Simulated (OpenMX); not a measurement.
ZnO (zincite):

```xyz
4
Lattice="3.2493 0.0000 0.0000 -1.6247 2.8140 0.0000 0.0000 0.0000 5.2057" Properties=species:S:1:pos:R:3 pbc="T T T"
Zn    1.6247    0.9380    0.0000
Zn    0.0000    1.8760    2.6029
O     0.0000    1.8760    4.5759
O     1.6247    0.9380    1.9730
```

Base run:

| Item | Value |
| --- | --- |
| Program | OpenMX 3.8.5 |
| Functional | PBE |
| Potentials or basis | OpenMX 2013 PBE set, Zn6.0H-s3p2d2f1, O6.0-s3p2d2, grid cutoff 500 Ry |
| k mesh | 9 × 9 × 5 |
| Occupations | fermi-dirac, width 0.05 eV |
| Spin | no spin polarisation |

Its results: band gap on the k mesh 0.99 eV, direct; pressure 6.8 GPa; largest force 0.051 eV/Å.

Question: The run is repeated on the same cell with these changes: potentials or basis from OpenMX 2013 PBE set, Zn6.0H-s3p2d2f1, O6.0-s3p2d2, grid cutoff 500 Ry to OpenMX 2013 PBE set, Zn6.0H-s2p2d1, O6.0-s2p2, grid cutoff 500 Ry. What comes out?

Answer: Band gap on the k mesh 1.02 eV, direct; pressure 8.1 GPa; largest force 0.049 eV/Å.

Caveats: the basis of atomic orbitals isn't converged, which shifts pressures, moduli and gaps; the transition metal has a single d function, too few for pressures, volumes and moments (some runs).
